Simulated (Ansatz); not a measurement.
## Tuning gaps by epitaxial strain

Plane-wave DFT in Ansatz, r2SCAN, scalar-relativistic PAW potentials, cutoff 500 eV, no spin-orbit coupling; no spin polarisation. Equal strain along a and b of the conventional cell, c and the atoms relaxed; gaps sought over the whole zone.

| crystal | strain: gap (eV) |
| --- | --- |
| TiO₂ (I4_1/amd) | -3.0 %: 2.882; -2.0 %: 2.756; -1.0 %: 2.637; +0.0 %: 2.529; +1.0 %: 2.432; +2.0 %: 2.350; +3.0 %: 2.279 |
| ZnO (P6_3mc) | -6.0 %: 1.122; -4.0 %: 1.172; -2.0 %: 1.211; +0.0 %: 1.238; +2.0 %: 1.252; +4.0 %: 1.260; +6.0 %: 1.283 |
| SiC (P6_3mc) | -6.0 %: 1.720; -4.0 %: 2.089; -2.0 %: 2.397; +0.0 %: 2.652; +2.0 %: 2.783; +4.0 %: 2.594; +6.0 %: 2.314 |
| GaN (P6_3mc) | -6.0 %: 2.315; -4.0 %: 2.417; -2.0 %: 2.423; +0.0 %: 2.351; +2.0 %: 2.099; +4.0 %: 1.815; +6.0 %: 1.546 |

**Question.** What are the slopes on either side of zero strain, and why can they differ?

**Answer.** TiO₂ (I4_1/amd) -108 and -97; ZnO (P6_3mc) +14 and +7; SiC (P6_3mc) +128 and +66; GaN (P6_3mc) -36 and -126 meV per % (over the first step on the compressive side, then on the tensile side; a positive slope means the gap grows as the plane is stretched). The slope drops from the first side to the second in SiC (P6_3mc), GaN (P6_3mc). The gap is the smallest distance between any valence top and conduction valley, so its slope drops where another pair takes over. In SiC (P6_3mc), GaN (P6_3mc) the strain keeps the symmetry, so nothing splits at zero; most likely two bands or valleys cross within a step of it. Relaxations kept the strained cell's symmetry, so distortions at large strain weren't sought, and coherent films seldom hold more than 2 to 3 %. The slope of one pair of band edges is as a rule more reliable than the Kohn–Sham gap, while the strain at which pairs cross shifts with the functional.

Cost: about 46 core-minutes for the runs cited, on AMD EPYC 7R43 (Zen 3), Intel Xeon Platinum 8259CL (Skylake/Cascade Lake), Arm Neoverse V1 (shared hosts).